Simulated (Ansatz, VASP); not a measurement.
# One calculation of Be, two programs

Contents of INCAR:

```
SYSTEM = Be
ALGO = Normal
EDIFF = 1E-7
ENCUT = 520
GGA = PE
ISIF = 2
ISMEAR = -1
LASPH = .TRUE.
LCHARG = .FALSE.
LREAL = .FALSE.
LWAVE = .FALSE.
NBANDS = 9
NELM = 100
PREC = Accurate
SIGMA = 0.08
```

File KPOINTS:

```
k-points
0
G
  19 19 11
  0 0 0
```

POSCAR

```
Be
1.0
    1.8976415267      0.0000000000      0.0000000000
   -0.9488207633      1.6434057694      0.0000000000
    0.0000000000      0.0000000000      3.0412248606
Be
2
Direct
    0.3333333333      0.6666666667      0.2500000000
    0.6666666667      0.3333333333      0.7500000000
```

Input for Ansatz:

```yaml
crystal:
  lattice:
    - [1.8976415267, 0.0, 0.0]
    - [-0.9488207633, 1.6434057694, 0.0]
    - [0.0, 0.0, 3.0412248606]
  atoms:
    - { symbol: Be, position: [0.3333333333, 0.6666666667, 0.25] }
    - { symbol: Be, position: [0.6666666667, 0.3333333333, 0.75] }
kpoints:
  mp_grid: { grid: [19, 19, 11] }
scf:
  occupations: { method: fermi_dirac, width: 0.08 }
hamiltonian:
  xc: pbe
  pseudopotentials: { kind: paw }
output:
  forces: true
  stress: true
  eigenvalues: true
  populations: true
```

Change from the starting cell: volume scaled by 0.6, PAW files.

Alike in both runs: task single point; functional PBE; k mesh 19 × 19 × 11; occupations fermi-dirac, width 0.08 eV; no spin polarisation.

|  | VASP | Ansatz |
| --- | --- | --- |
| version | VASP 6.6.1 | Ansatz 0.2.0 |
| potentials or method | VASP PAW PBE potentials, release 64 (Be) | PAW with Ansatz's default frozen-core files, scalar-relativistic |
| plane-wave cutoff (eV) | 520 | 420 |
| valence electrons in the cell | 4 | 4 |

VASP gave:

| Property | Result |
| --- | --- |
| pressure (GPa) | 146.7 |

Estimate Ansatz's values.

pressure (GPa): 146.0.

Caveats: the cell as given lies far from equilibrium; so large a pressure means that the cell lies far from this level's equilibrium, or that cutoff or potentials fall short (VASP).
